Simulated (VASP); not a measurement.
GaAs: single point with TB-mBJ

GaAs:

```
Ga As
1.0
     0.00000    2.86370    2.86370
     2.86370    0.00000    2.86370
     2.86370    2.86370    0.00000
Ga As
1 1
Cartesian
  0.0000 0.0000 0.0000
  1.4318 1.4318 1.4318
```

The cell was built by a generator and isn't the measured one.

```yaml
Program: VASP 6.6.1
Task: single point
Functional: TB-mBJ
Potentials_or_basis: VASP PAW PBE potentials, release 64 (Ga_d, As)
Cutoff: 520 eV
k_mesh: 8 × 8 × 8
Occupations: gaussian, width 0.02 eV
Spin: non-collinear spin, zero start, spin-orbit coupling
Starting_moments: "[[0.0, 0.0, 0.0], [0.0, 0.0, 0.0]] μB"
```

```
Net moment                                            : 0.00 μB per cell
Valence electrons inside the program's atomic spheres : Ga 11.39; As 2.92
```

Moments on the atoms (μB; x, y, z):
```
Ga  0.00 0.00 0.00
As  0.00 0.00 0.00
```

It took 12 min on 1 thread of Intel(R) Xeon(R) 6975P-C (Granite Rapids), with other jobs on the host, peak memory 0.36 GiB.
